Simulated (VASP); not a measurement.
A run of VASP 6.6.1 is set up as follows.

Contents of INCAR:

```
PREC = Accurate
ENCUT = 600
EDIFF = 1E-7
ISMEAR = 0
SIGMA = 0.02
LREAL = False
LASPH = True
NELM = 100
ALGO = Normal
ISIF = 3
LWAVE = False
LCHARG = False
METAGGA = R2SCAN
LMIXTAU = True
IBRION = 2
NSW = 90
EDIFFG = -0.005
```

KPOINTS

```
Automatic mesh
0
Gamma
  8 8 8
```

File POSCAR:

```
CdF2
1.0
    0.0000000000      2.7005188900      2.7005188900
    2.7005188900      0.0000000000      2.7005188900
    2.7005188900      2.7005188900      0.0000000000
Cd F
1 2
Direct
    0.0000000000      0.0000000000      0.0000000000
    0.2500000000      0.2500000000      0.2500000000
    0.7500000000      0.7500000000      0.7500000000
```

Potentials or basis: VASP PAW PBE potentials, release 64 (Cd, F).

Run with:

```sh
$ cat potpaw_PBE.64/Cd/POTCAR potpaw_PBE.64/F/POTCAR > POTCAR
$ mpirun -np 1 vasp_std > vasp.out
```

(1) What does it give for the band gap on the k mesh?

Results:

(1) 3.73 eV, indirect (least direct gap 4.24 eV).

Caveat: the relaxation stopped at its first step, so nothing moved.
